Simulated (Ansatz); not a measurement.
**Molecular dynamics of Mg8HO8**

The input (input.yaml):

```yaml
accuracy: low
crystal:
  lattice:
    - [0.0, 3.902, 3.902]
    - [3.902, 0.0, 3.902]
    - [3.902, 3.902, 0.0]
  atoms:
    - { symbol: Mg, position: [0.00063058, 0.00091249, 0.00208786] }
    - { symbol: O, position: [0.24994544, 0.25022181, 0.25137289] }
    - { symbol: Mg, position: [0.00058234, 0.00086601, 0.49950839] }
    - { symbol: O, position: [0.24997308, 0.25027276, 0.75137546] }
    - { symbol: Mg, position: [0.00055007, 0.49842155, 0.00201317] }
    - { symbol: O, position: [0.24993577, 0.75021777, 0.2514477] }
    - { symbol: Mg, position: [0.00285597, 0.49922606, 0.50043978] }
    - { symbol: O, position: [0.23488804, 0.75530451, 0.75640969], spin: 0.08 }
    - { symbol: Mg, position: [0.49812891, 0.00083614, 0.00201588] }
    - { symbol: O, position: [0.74994421, 0.25021924, 0.25143114] }
    - { symbol: Mg, position: [0.49895098, 0.0031298, 0.50044441] }
    - { symbol: O, position: [0.7550266, 0.23516153, 0.75641912], spin: 0.08 }
    - { symbol: Mg, position: [0.49897968, 0.49925934, 0.00427948] }
    - { symbol: O, position: [0.75500739, 0.75529395, 0.23635887], spin: 0.08 }
    - { symbol: Mg, position: [0.49899253, 0.49926514, 0.50046134] }
    - { symbol: O, position: [0.75499131, 0.75526203, 0.75631817], spin: 0.08 }
    - { symbol: H, position: [0.62496369, 0.62524598, 0.62642705], spin: 0.32 }
magnetization:
  spin_polarized: true
basis:
  ecutwfc: 420.0
kpoints:
  mp_grid: { grid: [2, 2, 2] }
hamiltonian:
  xc: pbe
  pseudopotentials: { kind: paw, azcp: { folder: soft_1 } }
scf:
  occupations: { method: fermi_dirac, width: 0.02 }
  lower_state_search: "off"
md:
  timestep: 0.75
  n_steps: 160
  ensemble: nve
  temperature: 1200.0
  initial_velocities: maxwell_boltzmann
  seed: 674648
```

Launched with:

```bash
$ ansatz run input.yaml --threads 1 --pin off --max-ram 3072MiB --backend cpu --events-out ev --progress --plain --runs-dir out
```

It starts from a relaxed structure.

Output, in part (step lines):

```
md step     0: t =     0.00 fs  T =  1200.0 K  F+E_penalty+E_count = -19957.54776837 eV  E_kin = 2.481792 eV  conserved = -19955.06597639 eV  (12 SCF iters)
md step     1: t =     0.75 fs  T =  1190.5 K  F+E_penalty+E_count = -19957.52809262 eV  E_kin = 2.462214 eV  conserved = -19955.06587892 eV  (8 SCF iters)
md step     2: t =     1.50 fs  T =  1162.7 K  F+E_penalty+E_count = -19957.47029269 eV  E_kin = 2.404654 eV  conserved = -19955.06563851 eV  (7 SCF iters)
md step     3: t =     2.25 fs  T =  1118.4 K  F+E_penalty+E_count = -19957.37823877 eV  E_kin = 2.312958 eV  conserved = -19955.06528030 eV  (6 SCF iters)
md step     4: t =     3.00 fs  T =  1060.3 K  F+E_penalty+E_count = -19957.25766426 eV  E_kin = 2.192814 eV  conserved = -19955.06485036 eV  (6 SCF iters)
md step     5: t =     3.75 fs  T =   991.7 K  F+E_penalty+E_count = -19957.11543591 eV  E_kin = 2.051035 eV  conserved = -19955.06440099 eV  (6 SCF iters)
md step     6: t =     4.50 fs  T =   916.2 K  F+E_penalty+E_count = -19956.95873989 eV  E_kin = 1.894763 eV  conserved = -19955.06397732 eV  (6 SCF iters)
md step     7: t =     5.25 fs  T =   836.9 K  F+E_penalty+E_count = -19956.79436082 eV  E_kin = 1.730750 eV  conserved = -19955.06361104 eV  (6 SCF iters)
[... lines left out ...]
md step   160: t =   120.00 fs  T =   665.8 K  F+E_penalty+E_count = -19956.44004283 eV  E_kin = 1.377075 eV  conserved = -19955.06296793 eV  (6 SCF iters)
```

The steps, from the saved trajectory:

```tsv
time (fs)	T (K)	potential energy less start (eV)	conserved less start (meV/atom)
0	1200	0.000	0.00
3.75	992	0.432	0.09
7.5	602	1.240	0.18
11.25	309	1.846	0.22
15	247	1.974	0.23
18.75	414	1.628	0.15
22.5	583	1.277	0.09
26.25	572	1.300	0.14
30	510	1.430	0.18
33.75	521	1.406	0.16
37.5	577	1.292	0.19
41.25	734	0.966	0.15
45	865	0.693	0.08
48.75	806	0.817	0.13
52.5	682	1.073	0.13
56.25	526	1.397	0.17
60	453	1.549	0.20
63.75	506	1.437	0.10
67.5	484	1.484	0.19
71.25	548	1.351	0.15
75	621	1.200	0.12
78.75	640	1.161	0.18
82.5	707	1.021	0.13
86.25	713	1.009	0.14
90	679	1.081	0.17
93.75	667	1.105	0.13
97.5	580	1.284	0.15
101.25	478	1.496	0.19
105	454	1.545	0.14
108.75	437	1.581	0.21
112.5	551	1.345	0.13
116.25	631	1.179	0.14
120	666	1.108	0.18
```

All steps were run. The conserved energy stayed within 0.24 meV per atom of its start (net change 0.18 meV per atom), so the integration is sound. Over the second half the temperature averaged 0.48 of the 1200 K drawn at the start: a run that starts near a minimum puts about half its kinetic energy into the potential. A run of 0.12 ps of so small a system gives no equilibrium averages. Limits of this set-up: coarse k mesh, a small cell, in which the defect meets its images, low accuracy level.

Mean squared displacements from the first frame to the last, about the centre of mass: Mg 0.01 Å², O 0.01 Å², H 0.05 Å².

Last frame:

```xyz
17
Lattice="0.0000 3.9020 3.9020 3.9020 0.0000 3.9020 3.9020 3.9020 0.0000" Properties=species:S:1:pos:R:3
Mg -0.002 0.006 -0.009
O 1.902 2.009 1.947
Mg 1.974 1.918 0.022
O 3.877 3.926 1.978
Mg 1.949 -0.013 1.919
O 3.907 1.919 3.939
Mg 4.011 2.009 1.918
O 5.890 3.930 3.873
Mg 0.101 1.894 1.965
O 1.918 3.982 3.905
Mg 1.931 3.884 1.905
O 3.861 5.970 3.866
Mg 1.898 1.998 3.907
O 3.829 3.863 5.974
Mg 3.885 3.812 3.848
O 5.962 5.878 5.954
H 4.673 4.871 4.824
```

Time of the run: 17 min on 1 thread of Intel(R) Xeon(R) Platinum 8259CL CPU @ 2.50GHz (Skylake/Cascade Lake) (shared host), peak memory 0.52 GiB.
